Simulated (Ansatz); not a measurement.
**The polar optical mode of MgO at 6 GPa, worked through**

Computed with Ansatz, DFT PBE, scalar-relativistic, plane waves, PAW. Plane waves to 420 eV; Γ-centred k mesh 10×10×10; fixed occupations. No spin polarisation. Phonons by linear response, acoustic sum rule imposed.

The cell, relaxed at 6 GPa:
```
Mg O
1.0
     0.00000    2.10064    2.10064
     2.10064    0.00000    2.10064
     2.10064    2.10064    0.00000
Mg O
1 1
Direct
  0.00000 0.00000 0.00000
  0.50000 0.50000 0.50000
```

Linear response gives ν_TO = 399.4 cm⁻¹, Born charges ±1.982 e (positive on Mg) and ε∞ = 3.195. The primitive cell holds 18.539 Å³, and the masses are 24.305 and 15.999 amu.

Task: Find ν_LO and the static dielectric constant.

Result: The long-wave field adds a restoring force: ω_LO² − ω_TO² = Z*²e²/(ε_vac ε∞ μV). In these units ν_LO² − ν_TO² = 4.92064×10⁷ Z*²/(μ V ε∞) cm⁻², with μ = m₁m₂/(m₁ + m₂) = 9.648 amu: 338382 cm⁻². So ν_LO = √(399.4² + 338382) = 705.6 cm⁻¹, and the run gives 705.6. Lyddane–Sachs–Teller then gives ε0 = ε∞ (ν_LO/ν_TO)² = 9.97, against 9.97 in the run (it forms both from the same three quantities, so the match checks the arithmetic only). Between ν_TO and ν_LO the dielectric function is negative and an undamped crystal reflects fully: a reststrahlen band from 14.2 to 25.0 μm.

Task: What do the Clausius–Mossotti polarisability and the Szigeti charge come to?

Result: With the Lorentz local field, α = (3V/4π)(ε∞ − 1)/(ε∞ + 2) = 1.87 Å³ for the pair, and e_S = 3Z*/(ε∞ + 2) = 1.14 e. The Born charge includes the electrons' response to the dipole's own local field, and e_S takes that enhancement out. The Lorentz field assumes point-like polarisable ions, a fair picture at this small ε∞.

Task: How strongly does a slow electron couple to the LO mode?

Result: For one isotropic parabolic band, Fröhlich's constant is α_F = (1/ε∞ − 1/ε0) √(m* Ry/ħω_LO), with Ry = 13.606 eV, ħω_LO = 87.5 meV and m* in free-electron masses: α_F = 0.2127 × 12.47 × √m* = 2.65 √m*. The band mass isn't part of this run; for m* = 0.1, 0.3 and 1 it gives 0.84, 1.45, 2.65. In weak coupling the polaron lies α_F ħω_LO below the band edge (127 meV at m* = 0.3) with a mass m*(1 + α_F/6); past α_F of about 5 or 6 that expansion fails. A semilocal functional's ε∞ tends to be too large, which taken alone lowers α_F.

Cost: 1 run of about 0.35 core-minutes, on Intel Xeon Processor @ 2.50GHz (Skylake/Cascade Lake) (shared hosts).

The wide gap between ν_TO and ν_LO reflects strongly polar lattice motion that the electrons screen only weakly. The Born charge of 1.982 e lies almost at the formal divalent value, as expected for a closed-shell ionic oxide with little dynamical charge transfer, though it is no measure of static ionicity. The small ε∞ follows from the wide gap and tightly held oxygen 2p electrons, so ionic displacement supplies most of ε0. The smaller Szigeti charge suggests that short-range overlap deforms the ions as they move.

The TO frequency is close to the one measured at ambient pressure, whereas compression should stiffen this mode. It is therefore probably too soft here, in line with PBE's tendency to underbind and overestimate the cell volume, and this would also inflate the ionic part of ε0. For a light, s-like conduction electron the coupling points to a large polaron of weak to intermediate strength. This doesn't carry over to holes in the flatter, degenerate oxygen 2p bands, where short-range coupling may favour localisation.
